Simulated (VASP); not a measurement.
Sc:

```
Sc
1.0
     3.20196    0.00000    0.00000
     1.50211    2.84414    0.00000
     1.54899    0.92645    2.67418
Sc
1
Cartesian
  0.0000 0.0000 0.0000
```

This isn't the form of Sc at room conditions, which is hcp.

| Property | Result |
| --- | --- |
| Program | VASP 6.6.1 |
| Task | single point |
| Functional | PBE |
| Potentials or basis | VASP PAW PBE potentials, release 64 (Sc_sv) |
| Cutoff | 520 eV |
| k mesh | 10 × 10 × 10 |
| Occupations | fermi-dirac, width 0.05 eV |
| Spin | no spin polarisation |

On this cell: pressure 0.8 GPa; band gap on the k mesh none (metal or under the smearing width).

The same run follows on a disturbed copy (cell strained at random at fixed volume):

```
CELL_PARAMETERS angstrom
3.15963 0.00060 -0.02898
1.48278 2.79319 0.06735
1.50448 0.98616 2.77450
ATOMIC_POSITIONS crystal
Sc 0.01273 0.99757 0.98703
```

Task: What changes?

Result: The energy (extrapolated to zero smearing) moves by +12.9 meV/atom; pressure 0.8 GPa; band gap on the k mesh none (metal or under the smearing width).

Stress tensor (GPa, compression positive):
```
 2.22  1.17  0.73
 1.17  2.13 -0.71
 0.73 -0.71 -1.83
```
